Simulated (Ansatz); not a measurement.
# BP: a tetragonal deformation path

Aim: for BP, look for other minima along a tetragonal path.

Computed with Ansatz 0.2.0 (DFT r2SCAN, scalar-relativistic, plane waves, PAW, unless a step's input says otherwise).

1 further run of the same task is left out (set aside as unsound or not needed). Runs told in other sessions of the task aren't counted.

**1. Starting point**

The structure is cubic, space group F-43m (No. 216). Conventional cell: a = 4.537 Å, b = 4.537 Å, c = 4.537 Å, α = 90.00°, β = 90.00°, γ = 90.00°. B (site symmetry -43m) is surrounded by 4 P at 1.96 Å. P (site symmetry -43m) has 4 B at 1.96 Å in its first shell of neighbours.

As a file:

```
B P
1.0
     0.00000    2.26827    2.26827
     2.26827    0.00000    2.26827
     2.26827    2.26827    0.00000
B P
1 1
Direct
  0.00000 0.00000 0.00000
  0.75000 0.75000 0.75000
```

It is the result of an earlier relaxation at this level (volume 11.67 Å³/atom; gap on the mesh: 1.41 eV).

**2. Zero of the scan**

Contents of input.yaml:

```yaml
crystal:
  lattice:
    - [0.0, 2.2682668142, 2.2682668142]
    - [2.2682668142, 0.0, 2.2682668142]
    - [2.2682668142, 2.2682668142, 0.0]
  atoms:
    - { symbol: B, position: [0.0, 0.0, 0.0] }
    - { symbol: P, position: [0.75, 0.75, 0.75] }
basis:
  ecutwfc: 500
kpoints:
  mp_grid: { grid: [12, 12, 12] }
hamiltonian:
  xc: r2scan
scf:
  occupations: { method: gaussian, width: 0.05 }
output:
  forces: true
  stress: true
  eigenvalues: true
  write_density: true
  write_potential: true
  elf: true
  volumetric_format: npy
```

Started as:

```sh
$ ansatz run input.yaml --threads 1 --pin off --max-ram 2560MiB --backend cpu --events-out ev --progress --plain --runs-dir out
```

The session goes on with these runs: point ρ = 0.707; point ρ = 1.414; ρ = 0.850; At ρ = 1.200; At ρ = 0.780; At ρ = 1.300; ρ = 0.920; ρ = 1.100; At ρ = 0.650; point ρ = 1.500; point ρ = 0.960; ρ = 1.050.

Before running it: what results should come out? Wanted: highest point.

The runs gave:

```
     quantity                         value
highest point  1258.8 meV/atom at ρ = 1.500
```

The undisturbed cell stays the lowest of the sampled points. No sampled point inside the path is a dip, apart from those named. The gap on the mesh, 1.41 eV at the start, reads zero at ρ = 0.650.
